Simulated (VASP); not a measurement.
# PtSe2 (P-3m1) in VASP: notebook, part 2 of 2

VASP 6.6.1.

## (3) Relaxation of the atoms, rev-vdW-DF2

Contents of INCAR:

```
  PREC = Accurate
  ENCUT = 520
  EDIFF = 1E-6
  ISMEAR = 0
  SIGMA = 0.05
  LREAL = F
  LASPH = T
  NELM = 80
  ALGO = Normal
  ISIF = 2
  LWAVE = F
  LCHARG = F
  GGA = MK
  LUSE_VDW = T
  AGGAC = 0.0
  PARAM1 = 0.1234
  PARAM2 = 0.711357
  ZAB_VDW = -1.8867
  IBRION = 2
  NSW = 40
  EDIFFG = -0.005
  KPAR = 2
```

Contents of KPOINTS:

```
Automatic mesh
0
Gamma
  10 10 8
```

Contents of POSCAR:

```
PtSe2
1.0
    3.7240000000      0.0000000000      0.0000000000
   -1.8620000000      3.2250786000      0.0000000000
    0.0000000000      0.0000000000      4.8949540000
Pt Se
1 2
Direct
    0.0000000000      0.0000000000      0.0000000000
    0.3333333300      0.6666666700      0.2585315400
    0.6666666700      0.3333333300      0.7414684600
```

Potentials or basis: VASP PAW PBE potentials, release 64 (Pt, Se).

On the command line:

```console
> cat potpaw_PBE.64/Pt/POTCAR potpaw_PBE.64/Se/POTCAR > POTCAR
> mpirun -np 2 vasp_std > vasp.out
```

OUTCAR:

```text
PREC = Accurate
   ENCUT = 520
   EDIFF = 1E-6
   ISMEAR = 0
   LREAL = F
   LASPH = T
   NELM = 80
   ISIF = 2
   GGA = MK
   IBRION = 2
   NSW = 40
   EDIFFG = -0.005

 ion  position               nearest neighbor table
   1  0.000  0.000  0.000-   2 2.49   3 2.49   2 2.49   3 2.49   3 2.49   2 2.49
   2  0.333  0.667  0.259-   1 2.49   1 2.49   1 2.49
   3  0.667  0.333  0.741-   1 2.49   1 2.49   1 2.49

  LATTYP: Found a hexagonal cell.
 ALAT       =     3.7240000000
 C/A-ratio  =     1.3144344791

  Lattice vectors:

 A1 = (   3.7240000000,   0.0000000000,   0.0000000000)
 A2 = (  -1.8620000000,   3.2250786000,   0.0000000000)
 A3 = (   0.0000000000,   0.0000000000,   4.8949540000)

Analysis of symmetry for initial positions (statically):
=====================================================================
 Subroutine PRICEL returns:
 Original cell was already a primitive cell.

 Routine SETGRP: Setting up the symmetry group for a
 hexagonal supercell.

 Subroutine GETGRP returns: Found 12 space group operations
 (whereof 12 operations were pure point group operations)
 out of a pool of 24 trial point group operations.

The static configuration has the point symmetry D_3d.

Analysis of symmetry for dynamics (positions and initial velocities):
=====================================================================
 Subroutine PRICEL returns:
 Original cell was already a primitive cell.

 Routine SETGRP: Setting up the symmetry group for a
 hexagonal supercell.

 Subroutine GETGRP returns: Found 12 space group operations
 (whereof 12 operations were pure point group operations)
 out of a pool of 24 trial point group operations.

The dynamic configuration has the point symmetry D_3d.

[... 137 lines left out ...]
  volume of cell :       58.79
 maximum number of plane-waves:      1604
   NGX = 13   NGY = 13   NGZ = 19

--------------------------------------- Ionic step        1  -------------------------------------------

 number of electron      21.9999997 magnetization

 Free energy of the ion-electron system (eV)
  ---------------------------------------------------
  ext. energy  EPLUGINS =         0.00000000
  ---------------------------------------------------
  free energy    TOTEN  =        -9.35341506 eV

  energy without entropy =       -9.35201913  energy(sigma->0) =       -9.35271710

------------------------ aborting loop because EDIFF is reached ----------------------------------------

  FORCE on cell =-STRESS in cart. coord.  units (eV):
  Direction    XX          YY          ZZ          XY          YZ          ZX
  --------------------------------------------------------------------------------------
  -------------------------------------------------------------------------------------
  Total        2.8477860      2.8477860      2.0770678     -0.0000000      0.0000000      0.0000000
  in kB       77.6102968     77.6102967     56.6060261     -0.0000000      0.0000000      0.0000000
  external PRESSURE =      70.6088732 kB  Pullay stress =       0.0000000 kB
[... 65 lines left out ...]
--------------------------------------- Ionic step        3  -------------------------------------------

 number of electron      21.9999996 magnetization

 Free energy of the ion-electron system (eV)
  ---------------------------------------------------
  ext. energy  EPLUGINS =         0.00000000
  ---------------------------------------------------
  free energy    TOTEN  =        -9.38347263 eV

  energy without entropy =       -9.38191558  energy(sigma->0) =       -9.38269410

 E-fermi :   6.7374     XC(G=0): -10.9312

 val. band max:        6.7304394345   @ k =   0.0000   0.1000   0.2500
 cond. band min:       6.7403808163   @ k =  -0.2000   0.5000   0.1250
 fundamental gap:      0.0099413818
 Fermi energy:         6.7374326813

 k-point     1 :       0.0000    0.0000    0.0000
  band No.  band energies     occupation
      1      -8.9705      2.00000
      2      -5.9371      2.00000
      3      -0.5064      2.00000
      4       0.5869      2.00000
      5       0.5869      2.00000
      6       2.9335      2.00000
      7       2.9335      2.00000
      8       4.1559      2.00000
      9       5.8364      2.00000
     10       5.8364      2.00000
     11       7.5132      0.00000
     12       7.8336      0.00000
     13       7.8336      0.00000
     14      10.2116      0.00000
[... 401 lines left out ...]
      2      -6.8508      2.00000
      3      -0.4863      2.00000
      4       1.1627      2.00000
      5       1.2762      2.00000
      6       2.7522      2.00000
      7       2.9669      2.00000
      8       3.2978      2.00000
      9       3.4841      2.00000
     10       3.5872      2.00000
     11       4.0240      2.00000
     12       7.5377      0.00000
     13       8.9300      0.00000
     14      11.5011      0.00000
     15      12.2456      0.00000

 [... further k-points ...]

------------------------ aborting loop because EDIFF is reached ----------------------------------------

  FORCE on cell =-STRESS in cart. coord.  units (eV):
  Direction    XX          YY          ZZ          XY          YZ          ZX
  --------------------------------------------------------------------------------------
  -------------------------------------------------------------------------------------
  Total        1.7866708      1.7866708      0.8984251      0.0000000      0.0000000      0.0000000
  in kB       48.6918786     48.6918785     24.4846472      0.0000000      0.0000000      0.0000000
  external PRESSURE =      40.6228014 kB  Pullay stress =       0.0000000 kB
[... 22 lines left out ...]
  energy  without entropy=       -9.3819155774  energy(sigma->0) =       -9.38269410

Total vdW correction in eV:      2.9779460

 reached required accuracy - stopping structural energy minimisation
```

OSZICAR:

```text
N       E                     dE             d eps       ncg     rms          rms(c)
DAV:   1     0.121999841508E+03    0.12200E+03   -0.10343E+04  2876   0.130E+03
DAV:   2    -0.518686183265E+01   -0.12719E+03   -0.12439E+03  3590   0.241E+02
DAV:   3    -0.101002141624E+02   -0.49134E+01   -0.48847E+01  3422   0.501E+01
DAV:   4    -0.101364441037E+02   -0.36230E-01   -0.36224E-01  3422   0.473E+00
[... 20 lines left out ...]
DAV:   2    -0.938357138418E+01   -0.17676E-02   -0.23200E-02  3590   0.986E-01    0.191E-01
DAV:   3    -0.938349062224E+01    0.80762E-04   -0.66245E-04  3114   0.269E-01    0.106E-01
DAV:   4    -0.938347591167E+01    0.14711E-04   -0.53541E-05  3492   0.762E-02    0.513E-02
DAV:   5    -0.938347304219E+01    0.28695E-05   -0.93953E-06  3366   0.247E-02    0.543E-03
DAV:   6    -0.938347262878E+01    0.41340E-06   -0.13728E-06  1725   0.881E-03
   3 F= -.93834726E+01 E0= -.93826941E+01  d E =-.300576E-01
```

Wall time 76 s (2 MPI ranks of AMD EPYC 9R45 (Zen 5), shared host); peak memory 0.4 GiB.

What came out:

```
Free energy                  : -9.3835 eV
Energy gained by relaxing    : 10.0 meV/atom
Ionic steps                  : 3
Pressure after relaxing      : 4.1 GPa
Largest force after relaxing : 0.004 eV/Å
Band gap on the k mesh       : none (metal or under the smearing width)
```

Forces in eV/Å, atoms in the order of the input:
```
Pt   0.000  0.000  0.000
Se   0.000  0.000 -0.004
Se   0.000  0.000  0.004
```

Step by step:
```tsv
step	energy change (eV)	largest force (eV/Å)	pressure (GPa)
1	0.0000	0.6316	7.06
2	-0.0260	0.2270	5.16
3	-0.0301	0.0044	4.06
```

Final structure:
```yaml
crystal:
  lattice:
    - [3.72400, 0.00000, 0.00000]
    - [-1.86200, 3.22508, 0.00000]
    - [0.00000, 0.00000, 4.89495]
  atoms:
    - { symbol: Pt, position: [0.00000, 0.00000, 0.00000] }
    - { symbol: Se, position: [0.33333, 0.66667, 0.26855] }
    - { symbol: Se, position: [0.66667, 0.33333, 0.73145] }
```

Levels at points of the mesh, in eV from the Fermi level:
| k point | band 9 | band 10 | band 11 | band 12 | band 13 | band 14 |
| --- | --- | --- | --- | --- | --- | --- |
| (0.00, 0.00, 0.00) | -0.90 | -0.90 | 0.78 | 1.10 | 1.10 | 3.47 |
| (0.50, 0.00, 0.00) | -3.27 | -3.24 | -2.89 | 0.50 | 2.50 | 5.16 |
| (0.00, 0.00, 0.50) | -1.71 | -1.62 | -1.62 | 2.35 | 2.35 | 5.00 |
| (0.50, 0.00, 0.50) | -3.02 | -2.43 | -1.15 | 0.60 | 1.57 | 4.82 |

Caveat: the PAW data sets were made with another functional, which shifts forces and pressure a little. Spin-orbit coupling is left out, which matters for the levels of Pt.
